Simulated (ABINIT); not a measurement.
The system is ZrB2.

```
CELL_PARAMETERS angstrom
3.17000 0.00000 0.00000
-1.58500 2.74530 0.00000
0.00000 0.00000 3.53300
ATOMIC_POSITIONS crystal
Zr 0.00000 0.00000 0.00000
B 0.66667 0.33333 0.50000
B 0.33333 0.66667 0.50000
```

* Program: ABINIT 10.8.3 (patched build)
* Task: relaxation of cell and atoms
* Functional: PBE
* Dispersion: D3
* Potentials or basis: JTH PAW PBE v2.0
* Cutoff: 463 eV
* k mesh: 10 × 10 × 8
* Occupations: fermi-dirac, width 0.05 eV
* Spin: no spin polarisation

At the start: pressure -4.2 GPa; volume 10.25 Å³/atom.

How do energy, volume and symmetry change on relaxing?

Over 5 steps the energy falls by 2.4 meV/atom and the volume is 10.08 Å³/atom (-1.7 %); space group P6/mmm (No. 191, to 0.05 Å).

The path:
| step | energy change (eV) | largest force (eV/Å) | pressure (GPa) | volume (Å³) |
| --- | --- | --- | --- | --- |
| 1 | 0.0000 | 0.0000 | -4.22 | 30.75 |
| 2 | -0.0067 | 0.0000 | -1.06 | 30.35 |
| 3 | -0.0072 | 0.0000 | 0.03 | 30.22 |
| 4 | -0.0072 | 0.0000 | 0.01 | 30.22 |
| 5 | -0.0072 | 0.0000 | 0.00 | 30.23 |

Final structure:
```
Zr B
1.0
     3.14918    0.00000    0.00000
    -1.57459    2.72727    0.00000
     0.00000    0.00000    3.51920
Zr B
1 2
Direct
  0.00000 0.00000 0.00000
  0.66667 0.33333 0.50000
  0.33333 0.66667 0.50000
```

Caveat: pairwise dispersion overbinds metals, which lowers pressure and volume.
